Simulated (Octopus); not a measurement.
## ZrO2 under changes of volume

One of the cells (10.990 Å³/atom); the others are scaled copies at fixed shape and fractional positions:

```
Zr O
1.0
     0.00000    2.54507    2.54507
     2.54507    0.00000    2.54507
     2.54507    2.54507    0.00000
Zr O
1 2
Direct
  0.00000 0.00000 0.00000
  0.75000 0.75000 0.75000
  0.25000 0.25000 0.25000
```

Measurements of this composition are mostly on another form, of space group No. 14.

* Program: Octopus 16.4
* Functional: PBE
* Potentials or basis: pseudodojo_pbe (PseudoDojo 0.5, PBE)
* Grid spacing: 0.129 Å
* k mesh: 9 × 9 × 9
* Occupations: fermi-dirac, width 0.05 eV
* Spin: no spin polarisation

```tsv
volume (Å³/atom)	energy over the lowest point (meV/atom)	gap on the mesh (eV)
10.331	52.18	3.59
10.551	27.34	3.53
10.770	10.99	3.47
10.990	?	?
11.210	0.00	3.36
11.430	4.39	3.30
11.650	13.94	3.25
```

**Question.** What does the run at 10.990 Å³/atom give?

**Answer.** Energy over the lowest point 2.21 meV/atom; gap on the mesh 3.42 eV.

Worked out: A Birch-Murnaghan fit of order 3 (a polynomial in V^(-2/3)) to the other rows has its minimum at 11.17 Å³/atom with B0 = V·E''(V) = 232 GPa and B' = 4.3. It gives 2.11 meV/atom at 10.990 Å³/atom, against the run's 2.21. A straight line through the other rows of the gap, of slope -2.84 eV per unit of ln V, gives 3.41 eV, against the run's 3.42.

Energies are extrapolated to zero smearing.

Caveats: an odd mesh through Γ misses points on the zone boundary, where band edges often lie. Spin-orbit coupling on Zr is left out.
